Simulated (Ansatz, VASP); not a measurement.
# Al36N35 (V_N): VASP beside Ansatz, part 4 of 4

One calculation is typed for both programs; each brings its own data sets. How far apart do they land? Of the first pair: The structure shown is the start of the Ansatz relaxation below; VASP solves that cell, so the two are compared at the walk's first step.

VASP 6.6.1 and Ansatz 0.2.0.

So far. Step 3 (VASP: single point, r2SCAN, start cell, pair 1): The run ends at a pressure of -2.31 GPa, with forces up to 2.2 eV/Å. Step 6 (VASP: single point, r2SCAN, relaxed cell, pair 2): The run ends at a pressure of -2.61 GPa, with forces up to 0.020 eV/Å.

## (9) VASP: single point, r2SCAN, start cell, pair 3

Level of this step: r2SCAN; plane waves and PAW (Al, N) (VASP).

The same cell, functional and mesh now go to VASP, with its own data sets.

The input, INCAR:

```
SYSTEM = Al36N35
PREC = Accurate
ENCUT = 580
EDIFF = 1E-06
NELM = 120
ISMEAR = 0
SIGMA = 0.01
LREAL = Auto
ALGO = Normal
METAGGA = R2SCAN
LASPH = .TRUE.
NELECT = 280
NBANDS = 192
LORBIT = 11
LWAVE = .FALSE.
LCHARG = .FALSE.
ISIF = 2
ISYM = 0
GGA_COMPAT = .FALSE.
EFERMI = MIDGAP
LMIXTAU = .TRUE.
NCORE = 2
```

The input, POSCAR:

```
Al36N35
1.0
    9.3195655359      0.0000000860      0.0000000000
   -4.6597828424      8.0709804634      0.0000000000
    0.0000000000      0.0000000000      9.9564777190
Al N
36 35
Direct
    0.2178722503      0.1101306075      0.2462053418
    0.1122874525      0.2198092287      0.4955497455
    0.2216987951      0.1123070468      0.7544159905
    0.1074291419      0.2238700737      0.0019778361
    0.2163407575      0.4428354148      0.2505684310
    0.1149092349      0.5557124082      0.4959849396
    0.2211982802      0.4398015826      0.7465066673
    0.1119424802      0.5507654257      0.9985913975
    0.2203902434      0.7717444007      0.2498657728
    0.1155928637      0.8914205681      0.4961453377
    0.2185322073      0.7794153399      0.7519776784
    0.1128391171      0.8858010526      0.9965074276
    0.5585167886      0.1115139550      0.2453075343
    0.4459295048      0.2188465168      0.4966165887
    0.5596927442      0.1168157891      0.7480562113
    0.4488298045      0.2279921219      0.0007722893
    0.5529376380      0.4383098148      0.2490426906
    0.4465997288      0.5578889680      0.4950426385
    0.5595091399      0.4445801806      0.7530626002
    0.4499837822      0.5588883509      0.9974158814
    0.5519584844      0.7716121952      0.2496892044
    0.4498182029      0.8941668232      0.4990005643
    0.5570971542      0.7752982405      0.7458068214
    0.4495101620      0.8902402867      0.9969307701
    0.8907183928      0.1157149280      0.2462706259
    0.7788466132      0.2204360351      0.4951575386
    0.8946837547      0.1129116750      0.7510502420
    0.7781972260      0.2257772697      0.9956903716
    0.8860799604      0.4469303253      0.2469988955
    0.7805784896      0.5522120829      0.4990122150
    0.8861668469      0.4415686471      0.7538841759
    0.7816522888      0.5588369286      0.9958906432
    0.8947190730      0.7789457491      0.2500589134
    0.7753505317      0.8829795792      0.4981772812
    0.8925542425      0.7795227546      0.7455539207
    0.7803397200      0.8883313453      0.9953655579
    0.2258047253      0.1093580866      0.4428022765
    0.1114279935      0.2174733291      0.1883849945
    0.2215923060      0.1059015054      0.9384063585
    0.1138032118      0.2241448853      0.6948889151
    0.2211446394      0.4424158870      0.4451429637
    0.1150867483      0.5594051442      0.1938328046
    0.2220238540      0.4479972411      0.9367230323
    0.1094378268      0.5509179474      0.6936726215
    0.2275105040      0.7805803779      0.4430098800
    0.1149061763      0.8865532537      0.1901659456
    0.2171346777      0.7728497188      0.9386011061
    0.1073529182      0.8883359368      0.6941926849
    0.5617211428      0.1142349379      0.4399104908
    0.4413100160      0.2247994491      0.1884711695
    0.5541614002      0.1154346683      0.9417610589
    0.4386877796      0.2205080251      0.6888966353
    0.4398096546      0.5558241632      0.1926883235
    0.5558951303      0.4493655967      0.9380823484
    0.4402412047      0.5495143970      0.6905075463
    0.5562378555      0.7834461973      0.4401791601
    0.4436219492      0.8851736161      0.1864982831
    0.5523967439      0.7729295072      0.9373487556
    0.4484804517      0.8947382532      0.6916840668
    0.8848597561      0.1054337732      0.4420708934
    0.7755469518      0.2258495039      0.1918952720
    0.8841319218      0.1118969285      0.9416540934
    0.7794410853      0.2251184898      0.6859636704
    0.8846382182      0.4404415226      0.4436010530
    0.7795704202      0.5515653214      0.1889197217
    0.8899699204      0.4432064902      0.9357421633
    0.7755677456      0.5594195097      0.6910122429
    0.8829971325      0.7750278857      0.4419393207
    0.7807520079      0.8950458951      0.1898516778
    0.8869318230      0.7721471948      0.9423325462
    0.7763562396      0.8930834322      0.6887222764
```

The input, KPOINTS:

```
Points of the shifted mesh
1
Reciprocal
 0.2500000000  0.2500000000  0.2500000000 1
```

Potentials, in the order of the species: Al and N (PBE family, release 64).

Run with:

```bash
mpirun -np 8 vasp_std
```

Numbers of over 12 decimals in the logs are rounded to 6 here.

Log:

```text
[... set-up lines as in an earlier step ...]
 entering main loop
       N       E                     dE             d eps       ncg     rms          rms(c)
DAV:   1     0.109458111089E+04    0.10946E+04   -0.14377E+05   384   0.149E+03
DAV:   2    -0.704966136581E+03   -0.17995E+04   -0.17285E+04   480   0.297E+02
DAV:   3    -0.847819217528E+03   -0.14285E+03   -0.14170E+03   464   0.904E+01
DAV:   4    -0.850077038006E+03   -0.22578E+01   -0.22508E+01   464   0.120E+01
DAV:   5    -0.850118269824E+03   -0.41232E-01   -0.41195E-01   464   0.153E+00BRMIX: very serious problems
 the old and the new charge density differ
 old charge density:   283.00000 new  280.00000
    0.527E+01
DAV:   6    -0.721803318445E+03    0.12831E+03   -0.30279E+02   440   0.330E+01    0.235E+01
DAV:   7    -0.696815675537E+03    0.24988E+02   -0.16017E+01   440   0.102E+01    0.136E+01
DAV:   8    -0.722381180159E+03   -0.25566E+02   -0.14675E+01   424   0.102E+01    0.720E+00
DAV:   9    -0.689158101767E+03    0.33223E+02   -0.80025E+00   400   0.665E+00    0.437E+00
[...]
DAV:  24    -0.696333254614E+03   -0.99334E-05   -0.49373E-06   416   0.685E-03    0.124E-02
DAV:  25    -0.696333285842E+03   -0.31228E-04   -0.15090E-05   400   0.130E-02    0.781E-03
DAV:  26    -0.696333286223E+03   -0.38124E-06   -0.23250E-06   304   0.488E-03
   1 F= -.69633329E+03 E0= -.69633329E+03  d E =-.425603E-07
```

OUTCAR, selected parts (step 9):

```text
 POSITION                                       TOTAL-FORCE (eV/Angst)
 -----------------------------------------------------------------------------------
      1.51729      0.88886      2.45134         0.971507     -0.674721      0.300149
      0.02221      1.77408      4.93393        -0.521565     -0.496663      1.276460
      1.54281      0.90643      7.51133        -0.059950     -0.235029     -0.858255
     -0.04199      1.80685      0.01969         0.867032     -0.329014     -1.252330
     -0.04732      3.57412      2.49478         0.657356     -0.285805     -0.078835
     -1.51859      4.48514      4.93826        -0.809206      0.230774      1.351252
      0.01209      3.54963      7.43258        -0.385501      0.693485      0.352676
     -1.52319      4.44522      9.94245        -0.555800      0.890848     -0.078863
     -1.54222      6.22873      2.48778         0.386239      1.620886     -0.117143
     -3.07655      7.19464      4.93986        -0.341739     -0.746057      1.057535
     -1.59528      6.29065      7.48705         0.996969     -0.458301     -0.788019
     -3.07603      7.14928      9.92170        -0.296267      0.083143      0.320980
      4.68550      0.90003      2.44240        -0.721355     -0.712674      0.114411
      3.13609      1.76631      4.94455        -0.116411     -1.268962      1.274664
[...]
-----------------------------------------------------------------------------------
    total drift:                                0.002654      0.001899      0.008825

  FREE ENERGIE OF THE ION-ELECTRON SYSTEM (eV)
  ---------------------------------------------------
  free  energy   TOTEN  =      -696.3332862233 eV

  energy  without entropy=     -696.3332861808  energy(sigma->0) =     -696.33328620
```

The run ends at a pressure of -6.24 GPa, with forces up to 2.3 eV/Å.

## (10) Comparison

Forces on 10 of the 71 atoms, those with the largest forces and the largest differences (eV/Å; atoms numbered as in POSCAR):

| atom | Ansatz x, y, z | VASP x, y, z |
| --- | --- | --- |
| Al14 | -0.117, -1.285, 1.279 | -0.116, -1.269, 1.275 |
| Al17 | -0.147, 1.339, -1.863 | -0.149, 1.352, -1.849 |
| Al18 | -1.400, 0.600, 1.299 | -1.391, 0.591, 1.299 |
| Al30 | 0.733, 1.207, 1.014 | 0.712, 1.204, 1.007 |
| Al31 | 0.513, 0.266, -1.687 | 0.508, 0.271, -1.695 |
| N39 | -0.491, 1.051, 1.378 | -0.495, 1.057, 1.386 |
| N42 | -0.697, -1.584, -0.541 | -0.706, -1.594, -0.551 |
| N50 | 0.622, -0.506, 1.253 | 0.627, -0.530, 1.247 |
| N64 | 0.248, 0.696, -1.002 | 0.269, 0.690, -1.018 |
| N65 | -1.583, 0.788, 0.546 | -1.587, 0.803, 0.539 |

The forces differ by 7.4 meV/Å r.m.s., which is 1.0 % of the r.m.s. force of 0.770 eV/Å (both taken over all components). The cell carries a charge of +3 e against a uniform background, so its pressure also hangs on how the neutralising background is counted, and in a defect's cell a gap may be the spacing between its levels.

## (11) What came out

| Quantity | Value |
| --- | --- |
| r.m.s. force difference (single point, r2SCAN, start cell, pair 1) | 0.80 % of the r.m.s. force |
| difference in gap on the k mesh (single point, r2SCAN, relaxed cell, pair 2) | -0.0052 eV |
| r.m.s. force difference (single point, r2SCAN, start cell, pair 3) | 0.96 % of the r.m.s. force |

In words: The r.m.s. force difference is 0.96 % of the r.m.s. force (single point, r2SCAN, start cell, pair 3), within the 3 % picked in this series as the mark of a large difference. 1 further run of this series is not shown here. Such differences can come from data sets, numerical settings and the points named under the comparisons, not from the functional's error against experiment.

[Lines on the potential files, build, host, timing and source positions are cut from VASP's logs without a mark.]

[Logs are printed without paths, hosts, clocks, repeated set-up lines and the standing remarks that a program may print on its own settings, such as how far it seeks lower states.]

[Hosts, paths, dates, database ids (printed as entryN), source tags and the programs' standing remarks are cut or masked in the printed files.]
